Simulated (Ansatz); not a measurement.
Au:

```
Au
1.0
     2.81549    0.00000    0.00000
    -0.01296    2.82018    0.00000
    -1.13789   -1.18541    4.92401
Au
2
Direct
  0.67286 0.66596 0.27405
  0.32714 0.33404 0.72594
```

This isn't the form of Au at room conditions, which is fcc.

* Program: Ansatz 0.2.0
* Task: single point
* Functional: PBEsol
* Potentials or basis: all-electron LAPW, scalar-relativistic
* Cutoff: 280 eV (chosen from the basis error)
* Basis error allowed: 0.001 eV/atom
* k mesh: 10 × 10 × 6
* Occupations: fermi-dirac, width 0.05 eV
* Spin: no spin polarisation

On this cell: pressure -8.0 GPa; largest force 0.127 eV/Å; band gap on the k mesh none (metal or under the smearing width).

The same run follows on a disturbed copy (atoms moved at random, drawn with an rms of 0.05 Å):

```xyz
2
Lattice="2.8155 0.0000 0.0000 -0.0130 2.8202 0.0000 -1.1379 -1.1854 4.9240" Properties=species:S:1:pos:R:3 pbc="T T T"
Au    1.5605    1.4674    1.3379
Au    0.0951    0.0547    3.5703
```

Problem. What does the disturbed cell give?

Solution. The energy (extrapolated to zero smearing) moves by +1.8 meV/atom; pressure -7.9 GPa; largest force 0.224 eV/Å; band gap on the k mesh none (metal or under the smearing width).

Forces in eV/Å, atoms in the order of the input:
```
Au   0.041  0.041  0.217
Au  -0.041 -0.041 -0.217
```

Stress tensor (GPa, compression positive):
```
-8.69  0.13  0.55
 0.13 -8.95  0.21
 0.55  0.21 -6.09
```
